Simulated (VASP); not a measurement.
Method: LDA (Ceperley-Alder, Perdew-Zunger), VASP's LDA PAW potentials (set 64) (plane waves; VASP).

Input for VASP

POSCAR:
```
CsI
1
    4.4084292742     0.0000000000     0.0000000000
    0.0000000000     4.4084292742     0.0000000000
    0.0000000000     0.0000000000     4.4084292742
Cs I
1 1
Direct
  0.0000000000   0.0000000000   0.0000000000
  0.5000000000   0.5000000000   0.5000000000
```

**KPOINTS**
```
Regular mesh
0
Gamma
6 6 6
```

### INCAR
```
SYSTEM = CsI
PREC = Accurate
ENCUT = 500
EDIFF = 1E-6
NELM = 100
ALGO = Normal
LREAL = .FALSE.
LASPH = .TRUE.
ISMEAR = 0
SIGMA = 0.05
LMAXMIX = 4
LWAVE = .FALSE.
LCHARG = .FALSE.
IBRION = 2
ISIF = 3
NSW = 40
EDIFFG = -0.02
```

POTCAR, in this order: Cs_sv I (LDA.64 set). Program: vasp_std.

The run wrote:

OSZICAR:
```
       N       E                     dE             d eps       ncg     rms          rms(c)
DAV:   1     0.887641600530E+02    0.88764E+02   -0.62409E+03   480   0.108E+03
DAV:   2     0.117673468912E-01   -0.88752E+02   -0.83199E+02   732   0.172E+02
DAV:   3    -0.623843031816E+01   -0.62502E+01   -0.62275E+01   604   0.514E+01
DAV:   4    -0.631795442551E+01   -0.79524E-01   -0.79500E-01   588   0.727E+00
DAV:   5    -0.631882169055E+01   -0.86727E-03   -0.86725E-03   592   0.788E-01    0.170E+00
DAV:   6    -0.621388748063E+01    0.10493E+00   -0.13750E-01   524   0.186E+00    0.125E+00
DAV:   7    -0.618780495275E+01    0.26083E-01   -0.10049E-01   528   0.160E+00    0.467E-01
DAV:   8    -0.618727682168E+01    0.52813E-03   -0.60301E-03   568   0.498E-01    0.121E-01
DAV:   9    -0.618720697658E+01    0.69845E-04   -0.31043E-04   572   0.137E-01    0.617E-02
DAV:  10    -0.618722794161E+01   -0.20965E-04   -0.10777E-04   572   0.502E-02    0.177E-02
DAV:  11    -0.618722450071E+01    0.34409E-05   -0.38308E-05   540   0.328E-02    0.352E-03
DAV:  12    -0.618722415120E+01    0.34951E-06   -0.23959E-06   540   0.101E-02
   1 F= -.61872242E+01 E0= -.61872242E+01  d E =-.618722E+01
```

### OUTCAR
```
------------------------ aborting loop because EDIFF is reached ----------------------------------------
  FORCE on cell =-STRESS in cart. coord.  units (eV):
  Direction    XX          YY          ZZ          XY          YZ          ZX
  --------------------------------------------------------------------------------------
  Total       -0.0036718     -0.0036718     -0.0036718      0.0000000      0.0000000      0.0000000
  in kB       -0.0686663     -0.0686663     -0.0686663      0.0000000      0.0000000      0.0000000
  external PRESSURE =      -0.0686663 kB  Pullay stress =       0.0000000 kB
  volume of cell :       85.67
      direct lattice vectors                 reciprocal lattice vectors
     4.408429274  0.000000000  0.000000000     0.226838163  0.000000000  0.000000000
     0.000000000  4.408429274  0.000000000     0.000000000  0.226838163  0.000000000
     0.000000000  0.000000000  4.408429274     0.000000000  0.000000000  0.226838163
 POSITION                                       TOTAL-FORCE (eV/Angst)
 -----------------------------------------------------------------------------------
      0.00000      0.00000      0.00000         0.000000      0.000000      0.000000
      2.20421      2.20421      2.20421         0.000000      0.000000      0.000000
 -----------------------------------------------------------------------------------
    total drift:                                0.000000      0.000000     -0.000000
  FREE ENERGIE OF THE ION-ELECTRON SYSTEM (eV)
  ---------------------------------------------------
  free  energy   TOTEN  =        -6.1872241512 eV

  energy  without entropy=       -6.1872241512  energy(sigma->0) =       -6.18722415

 reached required accuracy - stopping structural energy minimisation
```
(Selected blocks of OUTCAR.)

The compound is CsI in the CsCl type structure. It was relaxed first, which changed the volume by -10 %.
